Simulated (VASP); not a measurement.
# GaP (Pa-3) in VASP: further runs

Runs on GaP. Level: PBE. Tasks: single point.

Everything below comes from runs of VASP 6.6.1. Logs are shortened: lines on timing, memory, paths and dates and some standing lists are left out, and cuts for length are marked.

### Step 1. The cell of the first run

Symmetry: Pa-3, No. 205, cubic system. The conventional cell has a = 6.322 Å, b = 6.322 Å, c = 6.322 Å, α = 90.00°, β = 90.00°, γ = 90.00°. Ga (site symmetry 3) has 4 P at 2.27 to 2.28 Å as nearest neighbours. Around P (site symmetry 3) lie 4 Ga at 2.27 to 2.28 Å.

The cell was built by a generator and needn't be a form met in nature.

### Step 2. Single point, PBE (cell and atoms relaxed at 22 GPa)

File INCAR:

```
PREC = Accurate ; ENCUT = 520
EDIFF = 1E-7 ; ISMEAR = 0
SIGMA = 0.03 ; LREAL = Auto
LASPH = True ; NELM = 100
ALGO = Fast ; ISIF = 2
LWAVE = False ; LCHARG = True
GGA = PE ; LELF = True
LVHAR = True ; NBANDS = 86
```

File KPOINTS:

```
Automatic mesh
0
Gamma
  6 6 6
```

File POSCAR:

```
GaP
1.0
    6.3223108020      0.0000000000      0.0000000000
    0.0000000000      6.3223108020      0.0000000000
    0.0000000000      0.0000000000      6.3223108020
Ga P
8 8
Direct
    0.1537602982      0.1537602982      0.1537602982
    0.8462397018      0.8462397018      0.8462397018
    0.3462397018      0.8462397018      0.6537602982
    0.6537602982      0.1537602982      0.3462397018
    0.6537602982      0.3462397018      0.8462397018
    0.3462397018      0.6537602982      0.1537602982
    0.8462397018      0.6537602982      0.3462397018
    0.1537602982      0.3462397018      0.6537602982
    0.6376545730      0.6376545730      0.6376545730
    0.3623454270      0.3623454270      0.3623454270
    0.8623454270      0.3623454270      0.1376545730
    0.1376545730      0.6376545730      0.8623454270
    0.1376545730      0.8623454270      0.3623454270
    0.8623454270      0.1376545730      0.6376545730
    0.3623454270      0.1376545730      0.8623454270
    0.6376545730      0.8623454270      0.1376545730
```

Potentials or basis: VASP PAW PBE potentials, release 64 (Ga_d, P).

Launch:

```console
cat potpaw_PBE.64/Ga_d/POTCAR potpaw_PBE.64/P/POTCAR > POTCAR
mpirun -np 1 vasp_std > vasp.out
```

OUTCAR:

```text
PREC = Accurate
   ENCUT = 520
   EDIFF = 1E-7
   ISMEAR = 0
   LREAL = Auto
   LASPH = True
   NELM = 100
   ISIF = 2
   GGA = PE

 ion  position               nearest neighbor table
   1  0.154  0.154  0.154-  11 2.27  13 2.27  15 2.27  10 2.28
   2  0.846  0.846  0.846-  12 2.27  14 2.27  16 2.27   9 2.28
   3  0.346  0.846  0.654-   9 2.27  13 2.27  15 2.27  12 2.28
   4  0.654  0.154  0.346-  10 2.27  14 2.27  16 2.27  11 2.28
   5  0.654  0.346  0.846-   9 2.27  11 2.27  15 2.27  14 2.28
   6  0.346  0.654  0.154-  10 2.27  12 2.27  16 2.27  13 2.28
[... 8 lines left out ...]
  15  0.362  0.138  0.862-   1 2.27   3 2.27   5 2.27   8 2.28
  16  0.638  0.862  0.138-   2 2.27   4 2.27   6 2.27   7 2.28

  LATTYP: Found a simple cubic cell.
 ALAT       =     6.3223108020

  Lattice vectors:

 A1 = (   6.3223108020,   0.0000000000,   0.0000000000)
 A2 = (   0.0000000000,   6.3223108020,   0.0000000000)
 A3 = (   0.0000000000,   0.0000000000,   6.3223108020)

Analysis of symmetry for initial positions (statically):
=====================================================================
 Subroutine PRICEL returns:
 Original cell was already a primitive cell.

 Routine SETGRP: Setting up the symmetry group for a
 simple cubic supercell.

 Subroutine GETGRP returns: Found 24 space group operations
 (whereof  6 operations were pure point group operations)
 out of a pool of 48 trial point group operations.

The static configuration has the point symmetry S_6 .
 The point group associated with its full space group is T_h .

Analysis of symmetry for dynamics (positions and initial velocities):
=====================================================================
 Subroutine PRICEL returns:
 Original cell was already a primitive cell.

 Routine SETGRP: Setting up the symmetry group for a
 simple cubic supercell.

 Subroutine GETGRP returns: Found 24 space group operations
 (whereof  6 operations were pure point group operations)
 out of a pool of 48 trial point group operations.

The dynamic configuration has the point symmetry S_6 .
 The point group associated with its full space group is T_h .

 Subroutine INISYM returns: Found 24 space group operations
 (whereof  6 operations are pure point group operations),
 and found     1 'primitive' translations

----------------------------------------------------------------------------------------

                                     Primitive cell

  volume of cell :     252.7130

  direct lattice vectors                    reciprocal lattice vectors
     6.322310802  0.000000000  0.000000000     0.158170016  0.000000000  0.000000000
     0.000000000  6.322310802  0.000000000     0.000000000  0.158170016  0.000000000
     0.000000000  0.000000000  6.322310802     0.000000000  0.000000000  0.158170016

  length of vectors
     6.322310802  6.322310802  6.322310802     0.158170016  0.158170016  0.158170016

  position of ions in fractional coordinates (direct lattice)
     0.153760298  0.153760298  0.153760298
     0.846239702  0.846239702  0.846239702
     0.346239702  0.846239702  0.653760298
     0.653760298  0.153760298  0.346239702
     0.653760298  0.346239702  0.846239702
     0.346239702  0.653760298  0.153760298
[... 8 lines left out ...]
     0.362345427  0.137654573  0.862345427
     0.637654573  0.862345427  0.137654573

  ion indices of the primitive-cell ions
   primitive index   ion index
                 1           1
                 2           2
                 3           3
                 4           4
                 5           5
                 6           6
[... 8 lines left out ...]
                15          15
                16          16

----------------------------------------------------------------------------------------

 KPOINTS: Automatic mesh

Automatic generation of k-mesh.
 Grid dimensions read from file:
 generate k-points for:    6    6    6

 Generating k-lattice:

  Cartesian coordinates                     Fractional coordinates (reciprocal lattice)
     0.026361669  0.000000000  0.000000000     0.166666667  0.000000000  0.000000000
     0.000000000  0.026361669  0.000000000     0.000000000  0.166666667  0.000000000
     0.000000000  0.000000000  0.026361669     0.000000000  0.000000000  0.166666667

  Length of vectors
     0.026361669  0.026361669  0.026361669

  Shift w.r.t. Gamma in fractional coordinates (k-lattice)
     0.000000000  0.000000000  0.000000000

 Subroutine IBZKPT returns following result:
 ===========================================

 Found     24 irreducible k-points:

 Following reciprocal coordinates:
            Coordinates               Weight
  0.000000  0.000000  0.000000      1.000000
  0.166667  0.000000  0.000000      6.000000
  0.333333  0.000000  0.000000      6.000000
  0.500000  0.000000  0.000000      3.000000
  0.166667  0.166667  0.000000     12.000000
  0.333333  0.166667  0.000000     12.000000
[... 16 lines left out ...]
  0.500000  0.500000  0.333333      6.000000
  0.500000  0.500000  0.500000      1.000000
   k-points           NKPTS =     24   k-points in BZ     NKDIM =     24   number of bands    NBANDS=     86
   number of dos      NEDOS =    301   number of ions     NIONS =     16
   total plane-waves  NPLWV = 110592
   dimension x,y,z NGX =    48 NGY =   48 NGZ =   48
   dimension x,y,z NGXF=    96 NGYF=   96 NGZF=   96
   ions per type =               8   8
   NGX,Y,Z   is equivalent  to a cutoff of  12.62, 12.62, 12.62 a.u.
   NGXF,Y,Z  is equivalent  to a cutoff of  25.24, 25.24, 25.24 a.u.
 SYSTEM =  unknown system
   PREC   = accura    normal or accurate (medium, high low for compatibility)
   ISTART =      0    job   : 0-new  1-cont  2-samecut
   ICHARG =      2    charge: 1-file 2-atom 10-const
   ISPIN  =      1    spin polarized calculation?
   LNONCOLLINEAR =      F non collinear calculations
   LSORBIT =      F    spin-orbit coupling
   LASPH  =      T    aspherical Exc in radial PAW
   ENCUT  =  520.0 eV  38.22 Ry    6.18 a.u.  11.76 11.76 11.76*2*pi/ulx,y,z
   NELM   =    100;   NELMIN=  2; NELMDL= -5     # of ELM steps
   EDIFF  = 0.1E-06   stopping-criterion for ELM
   LREAL  =      T    real-space projection
   EDIFFG = 0.1E-05   stopping-criterion for IOM
   NSW    =      0    number of steps for IOM
   IBRION =     -1    ionic relax: 0-MD 1-quasi-New 2-CG
   NFREE  =      0    steps in history (QN), initial steepest desc. (CG)
   ISIF   =      2    stress and relaxation
   ISYM   =      2    0-nonsym 1-usesym 2-fastsym
   POTIM  = 0.5000    time-step for ionic-motion
   TEBEG  =    0.0;   TEEND  =   0.0 temperature during run
   PSTRESS=    0.0 pullay stress
   NELECT =     144.0000    total number of electrons
   NUPDOWN=      -1.0000    fix difference up-down
   EMIN   =  10.00;   EMAX   =-10.00  energy-range for DOS
   EFERMI =   0.00;   METHOD = LEGACY
   ISMEAR =     0;   SIGMA  =   0.03  broadening in eV -4-tet -1-fermi 0-gaus
   EFERMI_NEDOS =   21; number of points for ismear=-14 and -15
   IALGO  =     68    algorithm
   IMIX   =      4    mixing-type and parameters
     AMIX     =   0.40;   BMIX     =  1.00
     AMIX_MAG =   1.60;   BMIX_MAG =  1.00
  volume/ion in A,a.u.               =      15.79       106.59
  Fermi-wavevector in a.u.,A,eV,Ry     =   1.357229  2.564791 25.062894  1.842071
  Thomas-Fermi vector in A             =   2.484165
   LORBIT       =      0    0 simple, 1 ext, 2 COOP (PROOUT), +10 PAW based schemes
   GGA     = PE    functional components
   LHFCALC =     F    Hartree Fock is set to
   AEXX    =    0.0000 exact exchange contribution
   IVDW    =     0    specifies the selected vdW correction
   LEPSILON=     F    determine dielectric tensor
   LRPA    =     F    only Hartree local field effects (RPA)
 non-spin polarized calculation
 RMM-DIIS sequential band-by-band and
 Gauss-broadening in eV      SIGMA  =   0.03
  energy-cutoff  :      520.00
  volume of cell :      252.71
 maximum number of plane-waves:      6859
   NGX = 23   NGY = 23   NGZ = 23

 number of electron     143.9999991 magnetization

 Free energy of the ion-electron system (eV)
  ---------------------------------------------------
  ext. energy  EPLUGINS =         0.00000000
  ---------------------------------------------------
  free energy    TOTEN  =       -67.19381478 eV

  energy without entropy =      -67.19381478  energy(sigma->0) =      -67.19381478

 E-fermi :   8.1712     XC(G=0): -11.2118

 val. band max:        8.0266148324   @ k =   0.0000   0.0000   0.0000
 cond. band min:       8.3216082227   @ k =   0.0000   0.0000   0.0000
 fundamental gap:      0.2949933903
 Fermi energy:         8.1712400956

 k-point     1 :       0.0000    0.0000    0.0000
  band No.  band energies     occupation
      1      -7.6944      2.00000
      2      -7.6944      2.00000
      3      -7.6944      2.00000
      4      -7.6873      2.00000
      5      -7.6261      2.00000
      6      -7.6261      2.00000
[... 76 lines left out ...]
     83      11.5920      0.00000
     84      11.6250      0.00000

 k-point     2 :       0.1667    0.0000    0.0000
  band No.  band energies     occupation
      1      -7.7000      2.00000
      2      -7.6986      2.00000
      3      -7.6940      2.00000
      4      -7.6815      2.00000
      5      -7.6381      2.00000
      6      -7.6318      2.00000
[... 1903 lines left out ...]
     83      11.4754      0.00000
     84      11.5898      0.00000

 k-point    24 :       0.5000    0.5000    0.5000
  band No.  band energies     occupation
      1      -7.6909      2.00000
      2      -7.6909      2.00000
      3      -7.6909      2.00000
      4      -7.6909      2.00000
      5      -7.6561      2.00000
      6      -7.6561      2.00000
[... 76 lines left out ...]
     83      11.2793      0.00000
     84      11.3093      0.00000
 [bands above 84 left out]

------------------------ aborting loop because EDIFF is reached ----------------------------------------

  FORCE on cell =-STRESS in cart. coord.  units (eV):
  Direction    XX          YY          ZZ          XY          YZ          ZX
  --------------------------------------------------------------------------------------
  -------------------------------------------------------------------------------------
  Total       34.4584018     34.4584018     34.4584018      0.0000000      0.0000000     -0.0000000
  in kB      218.4631482    218.4631482    218.4631482      0.0000000      0.0000000     -0.0000000
  external PRESSURE =     218.4631482 kB  Pullay stress =       0.0000000 kB

 VOLUME and BASIS-vectors are now :
 -----------------------------------------------------------------------------
  energy-cutoff  :      520.00
  volume of cell :      252.71
      direct lattice vectors                 reciprocal lattice vectors
     6.322310802  0.000000000  0.000000000     0.158170016  0.000000000  0.000000000
     0.000000000  6.322310802  0.000000000     0.000000000  0.158170016  0.000000000
     0.000000000  0.000000000  6.322310802     0.000000000  0.000000000  0.158170016

 POSITION                                       TOTAL-FORCE (eV/Angst)
 -----------------------------------------------------------------------------------
      0.97212      0.97212      0.97212         0.000827      0.000827      0.000827
      5.35019      5.35019      5.35019        -0.000827     -0.000827     -0.000827
      2.18904      5.35019      4.13328        -0.000827     -0.000827      0.000827
      4.13328      0.97212      2.18904         0.000827      0.000827     -0.000827
      4.13328      2.18904      5.35019         0.000827     -0.000827     -0.000827
      2.18904      4.13328      0.97212        -0.000827      0.000827      0.000827
[... 8 lines left out ...]
      2.29086      0.87029      5.45202        -0.001745      0.001745     -0.001745
      4.03145      5.45202      0.87029         0.001745     -0.001745      0.001745
 -----------------------------------------------------------------------------------
    total drift:                                0.000000      0.000000      0.000000

  FREE ENERGIE OF THE ION-ELECTRON SYSTEM (eV)
  ---------------------------------------------------
  free  energy   TOTEN  =       -67.1938147763 eV

  energy  without entropy=      -67.1938147763  energy(sigma->0) =      -67.19381478
```

Run time: 9.8 min. Hardware: 1 thread of Intel Xeon Platinum 8375C at 2.90GHz (Ice Lake), shared host; peak memory 0.51 GiB.

What came out:

| Item | Value |
| --- | --- |
| Free energy | -67.1938 eV |
| Pressure | 21.8 GPa |
| Largest force | 0.003 eV/Å |
| Band gap on the k mesh | 0.29 eV, direct |

Forces in eV/Å, atoms in the order of the input:
```
Ga   0.001  0.001  0.001
Ga  -0.001 -0.001 -0.001
Ga  -0.001 -0.001  0.001
Ga   0.001  0.001 -0.001
Ga   0.001 -0.001 -0.001
Ga  -0.001  0.001  0.001
Ga  -0.001  0.001 -0.001
Ga   0.001 -0.001  0.001
P    0.002  0.002  0.002
P   -0.002 -0.002 -0.002
P   -0.002 -0.002  0.002
P    0.002  0.002 -0.002
P    0.002 -0.002 -0.002
P   -0.002  0.002  0.002
P   -0.002  0.002 -0.002
P    0.002 -0.002  0.002
```

Caveat: so large a pressure means that the cell lies far from this level's equilibrium, or that cutoff or potentials fall short. A k mesh can miss the band edges.

### Step 3. Single point, PBE (cell and atoms relaxed at 12 GPa)

File INCAR:

```
PREC = Accurate
ENCUT = 520
EDIFF = 1E-6
ISMEAR = 0
SIGMA = 0.03
LREAL = Auto
LASPH = True
NELM = 100
ALGO = Fast
ISIF = 2
LWAVE = False
LCHARG = False
GGA = PE
NBANDS = 86
```

File KPOINTS:

```
regular mesh
0
Gamma
  6 6 6
```

File POSCAR:

```
GaP
1.0
    6.4725347401      0.0000000000      0.0000000000
    0.0000000000      6.4725347401      0.0000000000
    0.0000000000      0.0000000000      6.4725347401
Ga P
8 8
Direct
    0.1552488718      0.1552488718      0.1552488718
    0.8447511282      0.8447511282      0.8447511282
    0.3447511282      0.8447511282      0.6552488718
    0.6552488718      0.1552488718      0.3447511282
    0.6552488718      0.3447511282      0.8447511282
    0.3447511282      0.6552488718      0.1552488718
    0.8447511282      0.6552488718      0.3447511282
    0.1552488718      0.3447511282      0.6552488718
    0.6390508295      0.6390508295      0.6390508295
    0.3609491705      0.3609491705      0.3609491705
    0.8609491705      0.3609491705      0.1390508295
    0.1390508295      0.6390508295      0.8609491705
    0.1390508295      0.8609491705      0.3609491705
    0.8609491705      0.1390508295      0.6390508295
    0.3609491705      0.1390508295      0.8609491705
    0.6390508295      0.8609491705      0.1390508295
```

Potentials or basis: VASP PAW PBE potentials, release 64 (Ga_d, P).

Launch:

```console
cat potpaw_PBE.64/Ga_d/POTCAR potpaw_PBE.64/P/POTCAR > POTCAR
mpirun -np 1 vasp_std > vasp.out
```

Run time: 10 min. Hardware: 1 thread of Intel Xeon Platinum 8259CL at 2.50GHz (Skylake/Cascade Lake), shared host; peak memory 0.53 GiB.

The run converged. Its results:

| Property | Result |
| --- | --- |
| Free energy | -69.1087 eV |
| Pressure | 11.9 GPa |
| Largest force | 0.011 eV/Å |
| Band gap on the k mesh | 0.32 eV, direct |

Forces in eV/Å, atoms in the order of the input:
```
Ga   0.006  0.006  0.006
Ga  -0.006 -0.006 -0.006
Ga  -0.006 -0.006  0.006
Ga   0.006  0.006 -0.006
Ga   0.006 -0.006 -0.006
Ga  -0.006  0.006  0.006
Ga  -0.006  0.006 -0.006
Ga   0.006 -0.006  0.006
P    0.005  0.005  0.005
P   -0.005 -0.005 -0.005
P   -0.005 -0.005  0.005
P    0.005  0.005 -0.005
P    0.005 -0.005 -0.005
P   -0.005  0.005  0.005
P   -0.005  0.005 -0.005
P    0.005 -0.005  0.005
```

Levels at points of the mesh, in eV from the valence-band top:
```
           k point  band 69  band 70  band 71  band 72  band 73  band 74  band 75  band 76
(0.00, 0.00, 0.00)    -1.78     0.00     0.00     0.00     0.32     2.60     2.60     2.60
(0.50, 0.00, 0.00)    -1.63    -1.63    -0.89    -0.89     0.76     0.76     1.83     1.83
(0.50, 0.50, 0.00)    -1.51    -1.51    -1.51    -1.51     1.01     1.01     1.01     1.01
(0.50, 0.50, 0.50)    -2.73    -2.73    -2.73    -2.73     2.14     2.14     2.14     2.14
```
